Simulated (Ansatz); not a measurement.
Crystal: PbSe (Clausthalite).

```xyz
2
Lattice="0.0000 3.0606 3.0606 3.0606 0.0000 3.0606 3.0606 3.0606 0.0000" Properties=species:S:1:pos:R:3 pbc="T T T"
Pb    0.0000    0.0000    0.0000
Se    3.0606    3.0606    3.0606
```

Base run:

| Property | Result |
| --- | --- |
| Program | Ansatz 0.2.0 |
| Functional | PBEsol |
| Potentials or basis | Ansatz PAW |
| Cutoff | 420 eV |
| Density cutoff | 1680 eV |
| k mesh | 8 × 8 × 8 |
| Occupations | fermi-dirac, width 0.05 eV |
| Spin | no spin polarisation |

Its results: band gap on the k mesh 0.20 eV, direct; pressure -0.5 GPa.

Task: The run is repeated on the same cell with these changes: functional from PBEsol to LDA. What comes out?

Result: Band gap on the k mesh 0.18 eV, direct; pressure -2.1 GPa.

LDA binds more tightly than PBEsol, so the same cell stands under less pressure.

Caveats: spin-orbit coupling is left out, which as a rule narrows the gap of such compounds by several tenths of an eV; the PAW data sets come from PBE, with cores solved anew for the run's functional, which leaves a small shift of forces and pressure.

Not every run made on this cell is shown here.
